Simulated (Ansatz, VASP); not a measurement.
# TiO2: VASP beside Ansatz

```
Ti O
1.0
     4.59984    0.00000    0.00000
     0.00000    4.59984    0.00000
     0.00000    0.00000    2.95921
Ti O
2 4
Direct
  0.00000 0.00000 0.50000
  0.50000 0.50000 0.00000
  0.30432 0.30432 0.50000
  0.19568 0.80432 0.00000
  0.80432 0.19568 0.00000
  0.69568 0.69568 0.50000
```

The cell is a database's computed one.

Alike in both runs: task single point; functional PBE; k mesh 6 × 6 × 9; occupations gaussian, width 0.012 eV; no spin polarisation.

|  | VASP | Ansatz |
| --- | --- | --- |
| version | VASP 6.6.1 | Ansatz 0.2.0 |
| potentials or method | VASP PAW PBE potentials, release 64 (Ti_sv, O) | Ansatz PAW |
| plane-wave cutoff (eV) | 520 | 420 |
| valence electrons in the cell | 48 | 48 |

|  | VASP | Ansatz | Ansatz less VASP |
| --- | --- | --- | --- |
| gap on the k mesh at the Fermi level (eV) | 1.84 | 1.87 | +0.027 |
| least direct gap on the mesh (eV) | 1.84 | 1.87 | +0.027 |
| pressure (GPa) | 4.9 | 4.2 | -0.69 |
| largest component of the traceless stress (GPa) | 0.35 | 0.55 | +0.200 |
| rms of the force components (eV/Å) | 0.010 | 0.002 | -0.0080 |

Atom by atom the forces differ by 0.012 eV/Å (rms over components).

Caveats: an odd mesh through Γ misses points on the zone boundary, where band edges often lie (VASP); odd divisions of the mesh miss points on the zone boundary, where band edges often lie, so the gap on the mesh can be too wide (Ansatz); the pressure holds a Pulay correction of +0.7 GPa for the finite cutoff (Ansatz).
